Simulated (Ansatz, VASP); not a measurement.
## Two plane-wave programs on AlRu

INCAR

```
SYSTEM = AlRu
PREC = Accurate
ENCUT = 520
EDIFF = 1E-7
ISMEAR = 0
SIGMA = 0.1
LREAL = .FALSE.
LASPH = .TRUE.
NELM = 150
ALGO = Normal
ISIF = 2
LWAVE = .FALSE.
LCHARG = .TRUE.
ISPIN = 2
MAGMOM = 0 1
LORBIT = 11
LMAXMIX = 4
GGA = PE
LELF = .TRUE.
LVHAR = .TRUE.
NBANDS = 20
```

File KPOINTS:

```
regular mesh
0
G
  6 6 6
  0 0 0
```

POSCAR

```
AlRu
1.0
    3.0035856113      0.0000000000      0.0000000000
    0.0000000000      3.0035856113      0.0000000000
    0.0000000000      0.0000000000      3.0035856113
Al Ru
1 1
Direct
    0.5000000000      0.5000000000      0.5000000000
    0.0000000000      0.0000000000      0.0000000000
```

Input for Ansatz:

```yaml
crystal:
  lattice:
    - [3.0035856113, 0.0, 0.0]
    - [0.0, 3.0035856113, 0.0]
    - [0.0, 0.0, 3.0035856113]
  atoms:
    - { symbol: Al, position: [0.5, 0.5, 0.5] }
    - { symbol: Ru, position: [0.0, 0.0, 0.0], spin: 1.0 }
basis:
  ecutwfc: 420
kpoints:
  mp_grid: { grid: [6, 6, 6] }
hamiltonian:
  xc: pbe
scf:
  occupations: { method: gaussian, width: 0.1 }
  lower_state_search: "off"
output:
  forces: true
  stress: true
  eigenvalues: true
  populations: true
magnetization:
  spin_polarized: true
```

Change from the starting cell: species swapped into the ScCo type (Pm-3m, No. 221).

Alike in both runs: task single point; functional PBE; k mesh 6 × 6 × 6; occupations gaussian, width 0.1 eV; collinear spin.

|  | VASP | Ansatz |
| --- | --- | --- |
| version | VASP 6.6.1 | Ansatz 0.2.0 |
| potentials or method | VASP PAW PBE potentials, release 64 (Al, Ru_pv) | scalar-relativistic, plane waves, PAW |
| plane-wave cutoff (eV) | 520 | 420 |
| valence electrons in the cell | 17 | 19 |

```tsv
	VASP	Ansatz	Ansatz less VASP
gap on the k mesh at the Fermi level (eV)	none	none	-
pressure (GPa)	0.0	0.0	+0.04
net moment per atom (μB)	0.01	0.01	-0.002
```

A gap of «none» marks a metal or a gap that the smearing closes. The two sets of potentials don't hold the same shells in valence. Ansatz warned: «seeded_moment_not_kept».
